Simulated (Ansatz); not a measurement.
What a change of settings does to a run on Zn

The cell is COD entry 9008522, as deposited and not checked against the literature; nothing was relaxed.

First run: DFT, LDA, PAW with Ansatz's default frozen-core files, scalar-relativistic (Ansatz 0.2.0).

Command: `ansatz run input.yaml --threads 1 --pin off --max-ram 2048MiB --backend cpu --events-out ev --progress --plain --runs-dir out` The run took 5.3 s on 1 thread of AMD EPYC 7R13 Processor (Zen 3) (shared host).

```yaml
crystal:
  lattice:
    - [2.6647980532, 0.0, 0.0]
    - [-1.3323990266, 2.30778281, 0.0]
    - [0.0, 0.0, 4.9467]
  atoms:
    - { symbol: Zn, position: [0.3333333333, 0.6666666667, 0.25] }
    - { symbol: Zn, position: [0.6666666667, 0.3333333333, 0.75] }
kpoints:
  mp_grid: { grid: [16, 16, 8] }
  band_path:
    path:
      - [0.0, 0.0, 0.0]
      - [0.5, 0.0, 0.0]
      - [0.3333333333, 0.3333333333, 0.0]
      - [0.0, 0.0, 0.0]
      - [0.0, 0.0, 0.5]
      - [0.5, 0.0, 0.5]
      - [0.3333333333, 0.3333333333, 0.5]
      - [0.0, 0.0, 0.5]
      - [0.5, 0.0, 0.5]
    npoints: 5
scf:
  occupations: { method: fermi_dirac, width: 0.03 }
hamiltonian:
  xc: lda
  pseudopotentials: { kind: paw }
output:
  forces: true
  stress: true
  eigenvalues: true
  efg: { contact_densities: true }
```

Result: converged; pressure -8.99 GPa; no gap on the k mesh; 6 SCF iterations.

The input is then changed:

```diff
@@ -24,5 +24,5 @@
   occupations: { method: fermi_dirac, width: 0.03 }
 hamiltonian:
-  xc: lda
+  xc: revpbe
   pseudopotentials: { kind: paw }
 output:
@@ -31,3 +31,5 @@
   eigenvalues: true
   efg: { contact_densities: true }
+basis:
+  ecutwfc: "550 eV"
```

What does the second run give?

It converged; pressure 1.79 GPa; no gap on the k mesh; 6 SCF iterations.
